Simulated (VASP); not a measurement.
The system is TePt.

```
Pt Te
1.0
     4.26288    0.00000    0.00000
    -2.13144    3.69176    0.00000
     0.00000    0.00000    5.66177
Pt Te
2 2
Direct
  0.00000 0.00000 0.00000
  0.00000 0.00000 0.50000
  0.33333 0.66667 0.25000
  0.66667 0.33333 0.75000
```

Measurements of this composition are mostly on another form, of space group No. 166.

| Property | Result |
| --- | --- |
| Program | VASP 6.6.1 |
| Task | relaxation of cell and atoms |
| Functional | r2SCAN |
| Potentials or basis | VASP PAW PBE potentials, release 64 (Pt, Te) |
| Cutoff | 600 eV |
| k mesh | 7 × 7 × 5 |
| Occupations | gaussian, width 0.05 eV |
| Spin | no spin polarisation |

At the start: pressure -2.0 GPa; volume 22.28 Å³/atom.

Problem. How do energy, volume and symmetry change on relaxing?

Solution. Over 4 steps the energy falls by 2.5 meV/atom and the volume is 21.91 Å³/atom (-1.6 %); space group P6_3/mmc (No. 194, to 0.05 Å).

The path:
```tsv
step	energy change (eV)	largest force (eV/Å)	pressure (GPa)	volume (Å³)
1	0.0000	0.0000	-2.04	89.10
2	0.0126	0.0000	3.44	85.49
3	-0.0098	0.0000	0.01	87.63
4	-0.0099	0.0000	0.01	87.64
```

Final structure:
```
Pt Te
1.0
     4.24345    0.00000    0.00000
    -2.12173    3.67494    0.00000
     0.00000    0.00000    5.62004
Pt Te
2 2
Direct
  0.00000 0.00000 0.00000
  0.00000 0.00000 0.50000
  0.33333 0.66667 0.25000
  0.66667 0.33333 0.75000
```

Caveat: the PAW data sets were made with another functional, which shifts forces and pressure a little.
